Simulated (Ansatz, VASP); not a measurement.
# One calculation of Be18H, two programs

```
CELL_PARAMETERS angstrom
4.58000 0.00000 0.00000
3.43500 5.94960 0.00000
0.00000 0.00000 14.58843
ATOMIC_POSITIONS crystal
Be 0.00000 0.00000 0.06855
Be 0.50000 0.00000 0.06855
Be 0.00000 0.33333 0.06855
Be 0.50000 0.33333 0.06855
Be 0.00000 0.66667 0.06855
Be 0.50000 0.66667 0.06855
Be 0.83456 0.22248 0.19531
Be 0.32966 0.22490 0.19456
Be 0.83300 0.55417 0.19041
Be 0.33658 0.55326 0.19581
Be 0.82940 0.89059 0.19644
Be 0.33778 0.88622 0.19588
Be 0.00059 0.99888 0.32268
Be 0.49535 0.00487 0.32040
Be 0.00305 0.32882 0.32087
Be 0.50569 0.32521 0.31832
Be 0.00187 0.66768 0.32057
Be 0.49530 0.66834 0.32061
H 0.83347 0.55491 0.37675
```

Alike in both runs: functional PBEsol; k mesh 6 × 4 × 1; occupations gaussian, width 0.1 eV; no spin polarisation.

Ansatz relaxed the structure, and its values are those at the end. VASP's run is a single point on that final structure, the one shown.

```csv
,VASP,Ansatz
version,VASP 6.6.1,Ansatz 0.2.0
potentials or method,"VASP PAW PBE potentials, release 64 (Be, H)","scalar-relativistic, plane waves, PAW"
plane-wave cutoff (eV),520,420
valence electrons in the cell,37,37
```

Ansatz gave:

```
rms of the force components (eV/Å) : 0.027
```

**Question.** Which values does VASP return?

**Answer.** rms of the force components (eV/Å): 0.028.

Ansatz warned: «xc_potential_rough_in_thin_density».

Caveats: the PAW data sets were made with another functional, which shifts forces and pressure a little (VASP).
